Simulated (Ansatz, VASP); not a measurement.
# SnO in VASP and in Ansatz

```
Sn O
1.0
     3.47043    0.00000    0.00000
    -1.73522    3.00548    0.00000
     0.00000    0.00000    6.43989
Sn O
2 2
Direct
  0.00000 0.00000 0.00000
  0.00000 0.00000 0.50000
  0.33333 0.66667 0.75000
  0.66667 0.33333 0.25000
```

Alike in both runs: functional PBE; k mesh 6 × 6 × 4; occupations gaussian, width 0.1 eV; no spin polarisation.

Ansatz relaxed the structure, and its values are those at the end. VASP's run is a single point on that final structure, the one shown.

|  | VASP | Ansatz |
| --- | --- | --- |
| version | VASP 6.6.1 | Ansatz 0.2.0 |
| potentials or method | VASP PAW PBE potentials, release 64 (Sn_d, O) | scalar-relativistic, plane waves, PAW |
| plane-wave cutoff (eV) | 520 | 420 |
| valence electrons in the cell | 40 | 40 |

|  | VASP | Ansatz | Ansatz less VASP |
| --- | --- | --- | --- |
| gap on the k mesh at the Fermi level (eV) | none | none | - |
| pressure (GPa) | 0.0 | 0.0 | +0.01 |

A gap of «none» marks a metal or a gap that the smearing closes. The functional is the same, so the differences come from potentials, cutoffs and numerics.
